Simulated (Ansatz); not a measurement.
Structure types of BN were relaxed at one common pressure (all-electron LAPW in Ansatz 0.2.0 under PBE, scalar-relativistic, no spin polarisation, zero temperature). They take these volumes:

| type | space group | V (Å³/atom) |
| --- | --- | --- |
| rocksalt | Fm-3m | 3.34 |
| CsCl | Pm-3m | 3.51 |
| zincblende | F-43m | 3.64 |
| wurtzite | P6_3mc | 3.65 |
| NiAs | P6_3/mmc | 3.36 |

Question: At about which pressure, and is the densest type also the lowest in enthalpy?

Answer: 440 GPa. The densest types tie within 0.02 Å³/atom, and zincblende is the lowest in enthalpy.
